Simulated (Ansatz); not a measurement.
Si in several cubic structure types, each at its own equilibrium volume.

Theory: PBE, plane waves, PAW datasets (generated soft set 1) in Ansatz.

Settings: cutoff 420 eV; no spin polarisation; Fermi–Dirac smearing of 0.0612 eV; k-meshes 50³ (bcc), 34³ (diamond), 48³ (fcc), 43³ (simple cubic).

(1) Rank the structures by energy per atom, lowest first.
A. fcc
B. diamond
C. bcc
D. simple cubic

(2) Give the equilibrium volume and bulk modulus of each.

Answers

(1) B (0.0 meV/atom), D (347 meV/atom), C (518 meV/atom), A (532 meV/atom).

(2) 
```csv
structure,V₀ (Å³/atom),B₀ (GPa)
bcc,14.64,93
diamond,20.46,89
fcc,14.47,83
simple cubic,16.23,101
```

Only these cubic types are compared here; the real ground state can be another structure or magnetic.

Model structures, not the usual forms at ambient conditions (metastable or hypothetical): Si (bcc type), Si (fcc type), Si (simple cubic type).
